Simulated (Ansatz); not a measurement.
The geometry is COD entry 9013009, unchecked; take it as a test cell. The listed cell was then made from it by scaling, straining or moving an atom.

Sb: DFT, PBE, all-electron LAPW, scalar-relativistic (Ansatz 0.2.0). What sets it apart from a plain run of this crystal: equal xx and yy strain of -3 %.

Command: `ansatz run input.yaml --threads 1 --pin off --max-ram 3072MiB --backend cpu --events-out ev --progress --plain --runs-dir out` The run took 11 s on 1 thread of Arm Neoverse V2, with other jobs on the host, peak memory 0.31 GiB.

```yaml
crystal:
  lattice:
    - [0.0, 2.23585, 2.305]
    - [2.23585, 0.0, 2.305]
    - [2.23585, 2.23585, 0.0]
  atoms:
    - { symbol: Sb, position: [0.0, 0.0, 0.0] }
kpoints:
  mp_grid: { grid: [12, 12, 12] }
  band_path:
    path:
      - [0.0, 0.0, 0.0]
      - [0.0, 0.5, 0.5]
      - [0.25, 0.75, 0.5]
      - [0.0, 0.5, 0.0]
      - [0.0, 0.0, 0.0]
      - [0.5, 0.5, 0.0]
      - [0.3676125, 0.6323875, 0.0]
      - [-0.3676125, 0.3676125, 0.0]
      - [0.0, 0.0, 0.0]
    npoints: 5
scf:
  occupations: { method: fermi_dirac, width: 0.05 }
hamiltonian:
  xc: pbe
  pseudopotentials: { kind: all_electron, lapw: { basis_error: 0.001 } }
output:
  forces: true
  stress: true
  eigenvalues: true
```

Output (standing set-up lines are left out):

```
LAPW: plane waves up to 6.946 Å⁻¹, error target 1.0e-3 eV per atom; small_component_spin mean_spin; Sb in spheres of 1.581 Å, 23 of its electrons in bands, Dirac shells []
Crystal: 1 atoms, lattice volume = 23.046 Å³
Basis set: ecut = 183.82067432737105 eV, 137 PW (Γ), exchange–correlation at level 2
Symmetry: 16 space group operations
Space group: I4/mmm (ITA 139), of the structure as read, at distance tolerance 2.8e-5 Å
k-points: 163 of 1728
iter 1 solved again at ethr=1.40e-5 eV; its pass at ethr=1.00e-1 eV (dr2=3.23e-3 eV) is discarded
SCF iter   1: F=—  HF=-176367.696573 eV  |F-HF|=—  |Δ(HF+E_count)|=         —  Δρ=4.85e-3  dr2=3.28e-3  ethr=1.40e-5  ⟨swp⟩=3.9  Hψ=19174  notcnv=0
preconditioner: auto → Kerker (q_TF=auto, 2.727 Å⁻¹)  [metal: Δε(μ)=0.038 eV  Ē_g=29.171 eV  σ=0.050 eV  W_gap=0.19  n_scr=10 (ndim 8)  ℏωp=30.0 eV  f_vac=0.000  D(μ)=0.66/eV (n_scr^D=0)]
SCF iter   2: F=—  HF=-176367.689482 eV  |F-HF|=—  |Δ(HF+E_count)|=   7.09e-3  Δρ=2.97e-3  dr2=1.53e-3  ethr=1.40e-5  ⟨swp⟩=2.0  Hψ=7294  notcnv=0
SCF iter   3: F=—  HF=-176367.688898 eV  |F-HF|=—  |Δ(HF+E_count)|=   5.84e-4  Δρ=1.48e-3  dr2=4.81e-4  ethr=6.64e-6  ⟨swp⟩=2.0  Hψ=7292  notcnv=0
SCF iter   4: F=—  HF=-176367.688894 eV  |F-HF|=—  |Δ(HF+E_count)|=   3.29e-6  Δρ=7.41e-4  dr2=1.39e-4  ethr=2.09e-6  ⟨swp⟩=2.0  Hψ=7291  notcnv=0
iter 5 solved again at ethr=1.15e-8 eV; its pass at ethr=6.02e-7 eV (dr2=2.64e-6 eV) is discarded
SCF iter   5: F=—  HF=-176367.688915 eV  |F-HF|=—  |Δ(HF+E_count)|=   2.05e-5  Δρ=1.12e-4  dr2=2.64e-6  ethr=1.15e-8  ⟨swp⟩=2.0  Hψ=12449  notcnv=0
SCF iter   6: F=—  HF=-176367.688915 eV  |F-HF|=—  |Δ(HF+E_count)|=   5.74e-7  Δρ=2.96e-5  dr2=1.05e-7  ethr=1.15e-8  ⟨swp⟩=2.0  Hψ=7291  notcnv=0
SCF iter   7: F=-176367.688916 eV  HF=-176367.688916 eV  |F-HF|=2.01e-9  |Δ(HF+E_count)|=   9.99e-8  Δρ=4.55e-6  dr2=3.65e-9  ethr=4.56e-10  ⟨swp⟩=3.0  Hψ=7701  notcnv=0
SCF 1 converged in 7 iterations: F = -176367.688916 eV  dr2 = 3.65e-9
NSCF: frozen V_eff on 41 k-points
SCF converged after 7 iterations
Free energy (F): -176367.688916 eV
Harris-Foulkes:  -176367.688916 eV  (|F-HF|=2.01e-9)
Internal energy: -176367.683571 eV  (E = F + TS)
E sigma→0 (E₀):  -176367.686243 eV
Entropy (-TS):   -0.005344 eV (-5.344 meV/atom)
Fermi energy:    17.892377 eV
--- Per-component energies (eV) ---
  E_band       = -786.974698
  E_kinetic    = 185877.181427
  E_xc         = -4645.225902
  E_electrostatic = -357599.639096  (all electrons and nuclei)
  E_smearing   = -0.005344  (= −TS)
  E_closure    = 0.000000  (closes the sum)
  E_atoms      = -176364.064481  (free atoms, spherical and without spin; not in F)
  Σ components = -176367.688916   (vs F -176367.688916, Δ=0.00e0)
  Basis errors (estimates in eV, not in F): energy 2.1e-4 per atom: plane waves 2.1e-4 (1.1e-4 summed), levels above the bands 4.0e-91, relativity 1.7e-8, radial functions 3.6e-6, core shells 2.1e-10; eigenvalues (radial functions only) 1.9e-4; not estimated: angular momenta, meshes, grids; target (lapw.basis_error) 1.0e-3; muffin-tin radii Sb 1.581 Å
--- Forces (eV/Å), atoms counted from 1 ---
  atom   1  Sb    -0.00000000     0.00000000    -0.00000000
  max |Σ_I F_I| component: 9.86e-32 eV/Å
--- Stress (GPa, compression-positive) ---
       15.305513       0.000000       0.000000
        0.000000      15.305513       0.000000
        0.000000       0.000000      15.892562
  P = ⅓ Tr σ = 15.5012 GPa (155.012 kbar)
--- Band table (eV; the first three rows and the last of 163) ---
  k-point 0: bands = ["-126.7477", "-79.7226", "-79.7197", "-79.7197", "-11.6201", "-11.6017", "-11.6017", "-11.5507", "-11.5311", "3.5777", "24.3597", "24.3597", "24.3961", "27.9483", "28.9401", "29.1385"]
  k-point 1: bands = ["-126.7477", "-79.7227", "-79.7198", "-79.7197", "-11.6159", "-11.5999", "-11.5970", "-11.5500", "-11.5316", "3.7366", "22.7964", "24.1059", "24.1529", "27.2613", "29.4219", "29.5337"]
  k-point 2: bands = ["-126.7477", "-79.7230", "-79.7203", "-79.7198", "-11.6086", "-11.5957", "-11.5870", "-11.5435", "-11.5300", "4.2129", "19.9430", "23.5042", "23.6995", "26.9294", "29.7990", "30.3333"]
  k-point 162: bands = ["-126.7475", "-79.7257", "-79.7209", "-79.7209", "-11.6847", "-11.6245", "-11.4768", "-11.4582", "-11.4582", "10.0426", "11.8362", "18.5354", "18.5354", "22.5555", "22.6886", "37.8492"]
```
